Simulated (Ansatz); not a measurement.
Theory: Ansatz 0.2.0, DFT PBE, scalar-relativistic, plane waves, PAW. Settings: cutoff 420 eV, Γ-centred meshes spaced at most about 0.3 Å⁻¹, and about 0.25 Å⁻¹ or finer for metals (2π included), Gaussian smearing. No spin polarisation in the final relaxations.

These are static total energies at zero pressure.

Two forms of HfC were relaxed alike.

1.

Space group I-4m2 (No. 119). a = 4.021 Å, b = 4.021 Å, c = 3.572 Å, α = 90.00°, β = 90.00°, γ = 90.00°
```tsv
atom	site	symmetry	x	y	z
Hf	2d	-4m2	0.5000	0.0000	0.2500
C	2a	-4m2	0.0000	0.0000	0.0000
```

2.

Space group P6_3/mmc (No. 194). a = 3.326 Å, b = 3.326 Å, c = 5.242 Å, α = 90.00°, β = 90.00°, γ = 120.00°
| atom | site | symmetry | x | y | z |
| --- | --- | --- | --- | --- | --- |
| Hf | 2c | -6m2 | 0.3333 | 0.6667 | 0.2500 |
| C | 2a | -3m. | 0.0000 | 0.0000 | 0.0000 |

Question: Which form is favoured at zero pressure, and by what margin per atom?

Answer: Cell 2 is lower, by 0.43 eV/atom. Cell 1 has space group I-4m2 (No. 119), 14.4 Å³/atom and a gap of 0.05 eV on its mesh; cell 2 has the anti-nickel arsenide type, space group P6_3/mmc (No. 194), 12.6 Å³/atom and no gap. Counting C atoms around Hf (those within 1.25 times the shortest such distance or 1.15 times the sum of covalent radii), cell 1 has Hf 4 and cell 2 has Hf 6. The denser one is the lower, and pressure would at first widen the difference. In cell 1, Hf has 4 C at 2.20 Å; around C lie 4 Hf at 2.20 Å. In cell 2, Hf has 6 C at 2.32 Å; C has 6 Hf at 2.32 Å and 2 C at 2.62 Å. Both come from invented guesses. The part of the Crystallography Open Database at hand lists HfC in space group No. 225, which no cell shown has.

Spin–orbit coupling, which can matter for Hf, is left out. Cells relaxed within their symmetry can be saddle points. The P6_3/mmc cell of HfC came from shaking the I-4m2 one.
